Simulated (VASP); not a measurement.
**GaAs (F-43m) under a change of volume**

Wanted: the response of GaAs to a change of volume, as a table, with a fit that predicts a row left out.

Program: VASP 6.6.1. Level of theory: LDA; plane waves and PAW (Ga_d, As), in the first sound run; inputs show where later runs differ. Results are calculated unless marked as measured.

Report form: the programs' logs are mostly left out.

## 1. Starting point

It takes space group F-43m (No. 216, cubic). Conventional cell: a = 5.653 Å, b = 5.653 Å, c = 5.653 Å, α = 90.00°, β = 90.00°, γ = 90.00°. Nearest to Ga lie 4 As at 2.45 Å. Nearest to As lie 4 Ga at 2.45 Å. Farther neighbours are not listed.

## 2. Relax the crystal, LDA

The series starts from the cell that this level prefers, so that zero strain is near zero stress.

This step took 2 runs in a row; the last is shown.

Level: LDA; plane waves and PAW (Ga_d, As).

Contents of INCAR:

```
SYSTEM = GaAs
PREC = Accurate
ENCUT = 450
EDIFF = 1E-07
NELM = 120
ISMEAR = 0
SIGMA = 0.02
LREAL = .FALSE.
ALGO = Normal
GGA = CA
NBANDS = 15
LASPH = .TRUE.
LORBIT = 11
LWAVE = .FALSE.
LCHARG = .FALSE.
KPAR = 24
IBRION = 2
NSW = 40
ISIF = 3
EDIFFG = -0.005
POTIM = 0.4
```

Contents of POSCAR:

```
GaAs
1.0
    0.0000000000      2.8045101869      2.8045101869
    2.8045101869      0.0000000000      2.8045101869
    2.8045101869      2.8045101869      0.0000000000
Ga As
1 1
Direct
    0.0000000000      0.0000000000      0.0000000000
    0.2500000000      0.2500000000      0.2500000000
```

Contents of KPOINTS:

```
Automatic mesh
0
Gamma
9 9 9
0 0 0
```

Potentials, in the order of the species: Ga_d and As (LDA family, release 64).

On the command line:

```bash
$ mpirun -np 24 vasp_std
```

Wall time 4 s (24 MPI ranks of AMD EPYC 9R45, shared host); peak memory 3.3 GiB.

This run gave:

```
energy(sigma→0) of the program : -9.6394 eV
stress, compression positive   : xx, yy, zz -0.01, -0.01, -0.01 GPa
volume                         : 44.117 Å³
ionic steps                    : 1
```

## 3. Relax at fixed volume, LDA

One member in full: the volume is scaled by 0.94, and the cell is held.

Level: LDA; plane waves and PAW (Ga_d, As).

INCAR: that of step 2 with these lines changed.

```diff
@@ -15,7 +15,8 @@
 LCHARG = .FALSE.
-KPAR = 24
+KPAR = 6
 IBRION = 2
 NSW = 40
-ISIF = 3
-EDIFFG = -0.005
+ISIF = 2
+EDIFFG = -0.004
 POTIM = 0.4
+MAXMIX = 40
```

Contents of POSCAR:

```
GaAs
1.0
    0.0000000000      2.7472592208      2.7472592208
    2.7472592208      0.0000000000      2.7472592208
    2.7472592208      2.7472592208      0.0000000000
Ga As
1 1
Direct
    0.0000000000      0.0000000000      0.0000000000
    0.2500000000      0.2500000000      0.2500000000
```

KPOINTS is that of step 2.

On the command line:

```bash
$ mpirun -np 6 vasp_std
```

It took 4.4 s on 6 MPI ranks; peak memory 0.77 GiB; 20 s of CPU time.

This run gave:

| Item | Value |
| --- | --- |
| energy(sigma→0) of the program | -9.5966 eV |
| stress, compression positive | xx, yy, zz 5.32, 5.32, 5.32 GPa |
| ionic steps | 1 |

## 4. Band edges, HSE06 with spin-orbit coupling

Short lines in KPOINTS_OPT sample the zone centre, for masses, and the other valleys.

Level: HSE06, spin-orbit coupling; plane waves and PAW (Ga_d, As).

Contents of INCAR:

```
SYSTEM = GaAs
PREC = Accurate
ENCUT = 450
EDIFF = 1E-06
NELM = 100
ISMEAR = 0
SIGMA = 0.02
LREAL = .FALSE.
ALGO = Normal
LHFCALC = .TRUE.
AEXX = 0.25
GGA = PE
HFSCREEN = 0.2
LASPH = .TRUE.
LNONCOLLINEAR = .TRUE.
MAGMOM = 0 0 0 0 0 0
NBANDS = 28
GGA_COMPAT = .FALSE.
LSORBIT = .TRUE.
PRECFOCK = Fast
LWAVE = .FALSE.
LCHARG = .FALSE.
KPAR = 6
```

POSCAR is that of step 3.

Contents of KPOINTS:

```
Automatic mesh
0
Gamma
5 5 5
0 0 0
```

Contents of KPOINTS_OPT:

```
Line mode
6
Line-mode
Reciprocal
  0.00000000   0.00000000   0.00000000
  0.02186199   0.02186199  -0.00000000

  0.00000000   0.00000000   0.00000000
  0.00000000  -0.02186199  -0.02186199

  0.31000000   0.31000000   0.00000000
  0.50000000   0.50000000   0.00000000

  0.00000000   0.31000000   0.31000000
  0.00000000   0.50000000   0.50000000

  0.45000000   0.45000000   0.45000000
  0.50000000   0.50000000   0.50000000

  0.45000000   0.00000000   0.00000000
  0.50000000   0.00000000   0.00000000

  0.42500000   0.42500000   0.00000000
  0.42500000   0.44686199   0.02186199

  0.50000000   0.50000000   0.50000000
  0.48454124   0.51545876   0.50000000
```

On the command line:

```bash
$ mpirun -np 6 vasp_ncl
```

Wall time 25 min (6 MPI ranks); peak memory 2.2 GiB.

Read from the output:

* energy(sigma→0) of the program: -9.7645 eV

## 5. All members

Hybrid runs start from orbitals of a short LDA run, not shown.

Runs beyond LDA use the data sets made with LDA; this shifts their levels slightly, and their total energies have another zero.

The other members went through these steps as far as the tables show, with the same cutoff and, step by step, the same mesh; 20 runs are not shown. The session took 17 core hours (wall time by ranks) on a shared machine.

```
volume over the relaxed volume  volume (Å³/atom)  pressure (GPa)  energy above the unstrained row (meV/atom)  gap on the mesh, LDA (eV)
                         0.940            20.735           5.322                                      21.433                      0.994
                         0.960            21.176           3.343                                       9.306                      0.828
                         0.980            21.617           1.573                                       2.363                      0.667
                             1            22.058          -0.007                                       0.000                      0.512
                         1.020            22.499          -1.417                                       1.771                      0.362
                         1.040            22.941          -2.675                                       7.206                      0.217
                         1.060            23.382          -3.800                                      15.943                      0.077
```

A cubic of the pressure in ln(V/V₀) through all rows has the slope −B at V₀: B = 75 GPa, and its curvature gives B′ = 4.7.

Band edges at HSE06 with spin-orbit coupling, counted from the valence-band top at Γ, spin-orbit pairs averaged, with one row partly withheld:

```
volume over the relaxed volume  gap (eV)  conduction band at Γ (eV)  Δ or X valley along z (eV)  lowest conduction level at L, [111] (eV)  second valence level below the top (eV)  third valence level below the top (eV)
                         0.940     1.795                      2.058                       1.795                                     1.959                                    0.000                                   0.376
                         0.960     1.838                      1.873                       1.837                                     1.886                                    0.000                                   0.374
                         0.980     1.692                      1.692                       1.870                                     1.816                                    0.000                                   0.371
                             1     1.517                      1.517                       1.905                                     1.747                                    0.000                                   0.368
                         1.020         ?                          ?                       1.936                                     1.681                                    0.000                                   0.366
                         1.040     1.180                      1.180                       1.964                                     1.616                                    0.000                                   0.364
                         1.060     1.019                      1.019                       1.990                                     1.553                                    0.000                                   0.362
```

Conduction masses, in electron masses (the axis is [001]):

```csv
volume over the relaxed volume,"conduction mass at Γ, along the strain axis or the normal of the plane","L [111] mass, longitudinal","L [111] mass, transverse along [1-10]"
0.940,0.090,1.668,0.115
0.960,0.084,1.631,0.114
0.980,0.077,1.633,0.113
1,0.071,1.604,0.112
1.020,0.065,1.608,0.111
1.040,0.058,1.600,0.110
1.060,0.052,1.606,0.109
```

## 6. Working out the slope

The quantity to fit is the conduction level at Γ above the mean of the three top valence levels at HSE06 with spin-orbit coupling: 2.184, 1.997, 1.816, 1.639, 1.301, 1.140 eV in the rows shown.

A least-squares parabola through the 6 rows shown, with u the logarithm of the volume ratio: E = 1.803 u² − 8.686 u + 1.640 (eV), r.m.s. residual 1.3e-4 eV.

At u = 0.01980 this predicts 1.4682 eV.

## 7. Checking the prediction

The calculation gives 1.4680 eV, so the prediction is 0.0002 eV too high.

## 8. Results

| Property | Result |
| --- | --- |
| bulk modulus | 75 GPa |
| gap of the unstrained cell, HSE06 with spin-orbit coupling | 1.52 eV |
| dE/d ln V of the conduction level at Γ above the mean of the three top valence levels, HSE06 with spin-orbit coupling | -8.69 eV |
| error of the predicted row | 0.2 meV |

**Reading.** At HSE06 with spin-orbit coupling the lowest conduction valley is in turn Δ or X, Γ from the first row to the last, and the gap runs between 1.02 and 1.84 eV. Hole masses are left out throughout, since the top bands are degenerate or cross in many series; of conduction masses, those of the Γ, L and (for Si and Ge under (001) strain) Δ valleys are kept where they change by under an eighth between rows. A measured gap of unstrained GaAs is 1.42 eV (arxiv:0805.2212, direct gap E0 at Gamma from PR, 300 K); the static gaps here belong to the lattice relaxed at LDA. HSE06 ran on a coarser mesh than the semilocal levels. Δ or X levels are the lowest on their line, refined by a parabola unless they lie at X; the gap is read from all points sampled and can differ from the lowest valley by some meV, or by tens of meV where strain moves the valence top off Γ. Temperature, zero-point motion and excitons are left out.

[Lines on the potential files, build, host, timing and source positions are cut from VASP's logs without a mark.]

[Logs are printed without paths, hosts, clocks, repeated set-up lines and the standing remarks that a program may print on its own settings, such as how far it seeks lower states.]

[Hosts, paths, dates, database ids (printed as entryN), source tags and the programs' standing remarks are cut or masked in the printed files.]

[In band tables of VASP the shares of atoms and orbitals are scaled to a sum of 1 inside the atoms' spheres.]
